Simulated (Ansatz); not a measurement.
We consider α-phase Li₃N, described by PBEsol-D3(BJ) (Ansatz, a first-principles code, PAW).

Run with plane-wave cutoff 520 eV, 12×12×10 k mesh (along the axes of the cell as run), Fermi–Dirac smearing 0.01 eV, scalar-relativistic PAW data made under PBE.

Computed points:

```
V (Å³/atom)  E − E_lowest (meV/atom)
-----------  -----------------------
9.822                           3.30
10.026                          0.80
10.231                          0.00
10.436                          0.75
10.640                          2.91
```

Question: Fit the third-order Birch–Murnaghan equation and give B0 and B′.

Answer: V0 = 10.231 Å³/atom, B0 = 60.5 GPa, B′ = 3.8 (fit to the energies at full precision).

Shape and atoms are relaxed at each volume.

Note: the bulk modulus comes from volumes at which shape and atoms were relaxed.

Static lattice: no zero-point or thermal effects.
